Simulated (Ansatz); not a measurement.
# Two structures of Zn: comparison of enthalpies under pressure, by script

The task here is to estimate one member of a computed series from the others.

Computed with the Python package of Ansatz 0.2.0. Level of theory: DFT PBE, plane waves, PAW.

### The system

Zn Fd-3m: It takes space group Fd-3m (No. 227, cubic). Conventional cell: a = 5.420 Å, b = 5.420 Å, c = 5.420 Å, α = 90.00°, β = 90.00°, γ = 90.00°. Around Zn (site symmetry -43m) lie 4 Zn at 2.35 Å.

Zn Fm-3m: The structure is cubic, space group Fm-3m (No. 225). Conventional cell: a = 3.940 Å, b = 3.940 Å, c = 3.940 Å, α = 90.00°, β = 90.00°, γ = 90.00°. Zn (site symmetry m-3m) has 12 Zn at 2.79 Å as nearest neighbours.

No structure file is read: the coordinates are typed or built in the script.

The first run:

zn_transition.py

```python
"""Enthalpies of two structures of Zn under pressure."""

import logging
import sys
import warnings

import ansatz as az
import numpy as np

logging.basicConfig(stream=sys.stdout, format="%(name)s: %(message)s")
logger = logging.getLogger("run")
logger.setLevel(logging.INFO)


def diamond(a_site, a):
    return az.Crystal.diamond(a_site, a=a)


def fcc(first, a):
    return (
        az.Lattice.fcc(a)
        .space_group(225)
        .atom(first, (0, 0, 0))
        .primitive()
    )


def ground_state(name, crystal, pressure=0.0):
    calc = (
        crystal.calculation()
        .functional("pbe")
        .basis(520)
        .kpoints(spacing=0.33)
        .occupations("fermi_dirac", width=0.1)
    )
    calc = calc.relax(force_tolerance=0.02, cell=True, pressure=pressure)
    return calc.run(threads=1)


def volume_per_atom(outcome):
    return abs(np.linalg.det(outcome.lattice.cell_ang)) / len(outcome.lattice.sites)

warnings.simplefilter("ignore", az.DeckWarning)

phases = {}
phases["diamond"] = diamond("Zn", 5.42)
phases["fcc"] = fcc("Zn", 3.94)

# enthalpy per atom at each pressure
pressures = [0, 10, 20, 30]
enthalpy, volume = {name: [] for name in phases}, {name: [] for name in phases}
for p in pressures:
    for name, crystal in phases.items():
        o = ground_state(name, crystal, pressure=p)
        volume[name].append(volume_per_atom(o))
        enthalpy[name].append(o.report["energy_sigma0_ev"] / len(o.lattice.sites) + p * volume[name][-1] / 160.21766)
gap = np.array(enthalpy["fcc"]) - np.array(enthalpy["diamond"])
rows = [(p, va, vb, 1000 * d) for p, va, vb, d in zip(pressures, volume["diamond"], volume["fcc"], gap)]
logger.info("   P (GPa)  V diamond (A^3/atom)  V fcc (A^3/atom)  H(fcc) - H(diamond) (meV/atom)")
for row in rows:
    logger.info(f"{row[0]:10d}  {row[1]:20.3f}  {row[2]:16.3f}  {row[3]:+30.1f}")
crossings = [p0 - g0 * (p1 - p0) / (g1 - g0) for p0, p1, g0, g1 in zip(pressures, pressures[1:], gap, gap[1:]) if g0 * g1 < 0]
print("crossing near", [round(float(p), 1) for p in crossings], "GPa") if crossings else print("no crossing in this range")
```

The run is started by

```bash
python zn_transition.py
```

One table of the session follows, with a row left open; its other results are not shown here.

Enthalpy H = E + pV of the second structure less the first:

```
pressure (GPa)  ΔH (meV/atom)
             0         -430.8
            10              ?
            20        -1255.4
            30        -1552.3
```

Estimate the missing values for pressure (GPa) = 10.

Worked estimate for «ΔH (meV/atom)». A straight line through the neighbours (0, -430.8) and (20, -1255.4) gives -430.8 + (-1255.4 + 430.8) × (10 − 0) / (20 − 0) = -843.1; a parabola fitted to 3 rows on both sides gives -881.6.

As computed: ΔH (meV/atom): -905.7. In «ΔH (meV/atom)» the line misses by +62.6 and the parabola by +24.1.

Caveats from the session: Caveats:
- At a fixed pressure a relaxation lowers the enthalpy F + PV, while F alone can rise.
- For the metals among these cells the mesh is coarse, so their volumes and pressures are rough.
- Only these two structures are compared, at zero temperature and with their symmetry kept; either may be hypothetical, and another phase may be lower than both.
